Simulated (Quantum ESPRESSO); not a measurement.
Crystal: PtS2.

```xyz
3
Lattice="3.5432 0.0000 0.0000 -1.7716 3.0685 0.0000 0.0000 0.0000 5.0388" Properties=species:S:1:pos:R:3 pbc="T T T"
Pt    0.0000    0.0000    0.0000
S     1.7716    1.0228    3.8950
S     0.0000    2.0457    1.1438
```

Base run:

```yaml
Program: Quantum ESPRESSO 7.5
Functional: PBEsol
Potentials_or_basis: GBRV 1.5 PBEsol
Cutoff: 612 eV
Density_cutoff: 4898 eV
k_mesh: 8 × 8 × 4
Occupations: fermi-dirac, width 0.05 eV
Spin: no spin polarisation
```

Its results: band gap on the k mesh 0.83 eV, indirect (least direct gap 0.88 eV); pressure 6.0 GPa; largest force 0.936 eV/Å; electronic dielectric tensor (diagonal) 19.21, 19.21, 11.90.

**Question.** After a change of settings the same cell gave: band gap on the k mesh 1.12 eV, indirect (least direct gap 1.68 eV); pressure 5.9 GPa; largest force 1.040 eV/Å; electronic dielectric tensor (diagonal) 16.89, 16.89, 10.99. Which change was it?
A. k mesh from 8 × 8 × 4 to 12 × 12 × 6
B. k mesh from 8 × 8 × 4 to 6 × 6 × 4
C. k mesh from 8 × 8 × 4 to 10 × 10 × 6
D. k mesh from 8 × 8 × 4 to 4 × 4 × 2

**Answer.** D.

Caveats: some runs use coarse meshes; the cell is more than 3 GPa from zero pressure, which shifts response properties; on a mesh that holds Γ this program's dielectric tensor can be off by some percent beyond the error of the mesh; spin-orbit coupling is left out, which moves the levels of the heavy elements; forces of over 1 eV/Å show positions far from the minimum, so gaps and moduli don't describe the material at rest (some runs).

Runs at the PBE level aren't shown here.
